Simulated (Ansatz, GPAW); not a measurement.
## Sn: 3 runs at one level of theory

```
Sn
1.0
    -2.94014    2.94014    1.59930
     2.94014   -2.94014    1.59930
     2.94014    2.94014   -1.59930
Sn
2
Direct
  0.00000 0.00000 0.00000
  0.75000 0.25000 0.50000
```

Alike in all runs: task single point; functional LDA; k mesh 9 × 9 × 9; occupations gaussian, width 0.02 eV; no spin polarisation; no spin-orbit coupling. LDA stands for any of its common fits. Pressure is positive in compression and, in plane waves, holds the error of the finite cutoff, which Ansatz's Pulay term estimates and takes out.

```json
{"program and potentials": "Ansatz, Ansatz PAW", "plane-wave cutoff (eV)": "420", "notes": "potentials made for PBE, which Ansatz adapts in part; Pulay term of +0.02 GPa included", "pressure (GPa)": "-2.81"}
{"program and potentials": "GPAW, the program's PAW data sets (release 1.2.1) made for this functional", "plane-wave cutoff (eV)": "600", "notes": "-", "pressure (GPa)": "-3.06"}
{"program and potentials": "Ansatz, all-electron LAPW, scalar-relativistic", "plane-wave cutoff (eV)": "-", "notes": "-", "pressure (GPa)": "-2.80"}
```

The pressure spans -3.06 (GPAW, the program's PAW data sets (release 1.2.1) made for this functional) to -2.80 GPa (Ansatz, all-electron LAPW, scalar-relativistic), with all-electron results at -2.80.

The functional is the same throughout but for its coding, so the spread measures potentials, basis and numerics; runs on potential files found faulty are left out.

All three runs give a negative pressure, so this β-tin cell is larger than LDA would choose at the given shape, and the lattice would gain energy by contracting. That fits the usual overbinding of LDA, which favours the denser electron distribution of shorter bonds. In β-tin the 5s and 5p states form a metallic network rather than the saturated tetrahedral bonds of the α phase.

The sign is safe against the choice of potential, since the spread is small beside the pressure itself. The Ansatz PAW value of -2.81 GPa almost coincides with the all-electron -2.80 GPa, while GPAW lies lower at -3.06 GPa, perhaps through a different treatment of the 4d shell and core or a remaining basis error. The close match doesn't show that potentials made for another functional are generally harmless, as errors in the core and valence parts may cancel here. A single scalar pressure also leaves open whether the contraction would be shared evenly between the a and c axes.
